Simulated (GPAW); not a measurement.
Runs of GPAW 26.7.0 on ZrO2. The structure is cubic, space group Fm-3m (No. 225). Conventional cell: a = 5.090 Å, b = 5.090 Å, c = 5.090 Å, α = 90.00°, β = 90.00°, γ = 90.00°. Zr (site symmetry m-3m) is surrounded by 8 O at 2.20 Å. O (site symmetry -43m) is surrounded by 4 Zr at 2.20 Å. Measurements of this composition are mostly on another form, of space group No. 14.

| task | level | potentials or basis | spin | k mesh | band path | band points | spin axis theta (degrees) | spin axis phi (degrees) | soc after scf | gap on the mesh (eV) | pressure (GPa) | V0 of scaled cells (Å³/atom) | B0 (GPa) |
| --- | --- | --- | --- | --- | --- | --- | --- | --- | --- | --- | --- | --- | --- |
| band structure | BP86 | PAW data sets generated in the run's folder for this functional, pw | SOC, no magnetisation | 7 × 7 × 7 | GXWKGLUWLK,UX | 80 | 0 | 0 | second variation | 3.44 | 1.4 | - | - |
| band structure | vdW-DF2 | GPAW PAW data sets (gpaw-data 1.2.1), pw | SOC, no magnetisation | 7 × 7 × 7 | GXWKGLUWLK,UX | 80 | 0 | 0 | second variation | 3.57 | - | - | - |
| equation of state | PBEsol+D3(BJ) | PAW data sets generated in the run's folder for this functional, pw | off | 7 × 7 × 7 | - | - | - | - | - | - | - | (c) | 264 |
| electron localisation function | RPBE | the program's PAW data sets (release 1.2.1) made for this functional, pw | off | 9 × 9 × 9 | - | - | - | - | - | 3.45 | 6.9 | - | - |
| equation of state | AM05 | PAW data sets generated in the run's folder for this functional, pw | off | 7 × 7 × 7 | - | - | - | - | - | - | - | 10.75 | 253 |
| Wannier functions | RPBE | the program's PAW data sets (release 1.2.1) made for this functional, pw | off | 9 × 9 × 9 | - | - | - | - | - | 3.45 | 6.9 | - | - |
| equation of state | revPBE+D3 | the program's PAW data sets (release 1.2.1) made for this functional, pw | off | 7 × 7 × 7 | - | - | - | - | - | - | - | (a) | (b) |

Alike in all rows: cell as given; cutoff (eV) 800; smearing fermi-dirac 0.05 eV.

Problem. Fill in the values left out.

Solution. (a) 10.99; (b) 232; (c) 10.59.

Caveats: spin-orbit coupling was added after a scalar SCF, so levels and gaps hold it while energy, forces, pressure and moments don't (some runs); this program's spin-orbit splittings come out too wide for heavy elements (some runs); the mesh misses the band edges, which the band path finds closer together (some runs); an odd mesh through Γ misses points on the zone boundary, where band edges often lie (some runs); the PAW data sets were made with another functional, which shifts forces and pressure a little (some runs).

A k mesh can miss the band edges, and rows without SOC leave out spin-orbit coupling on Zr.
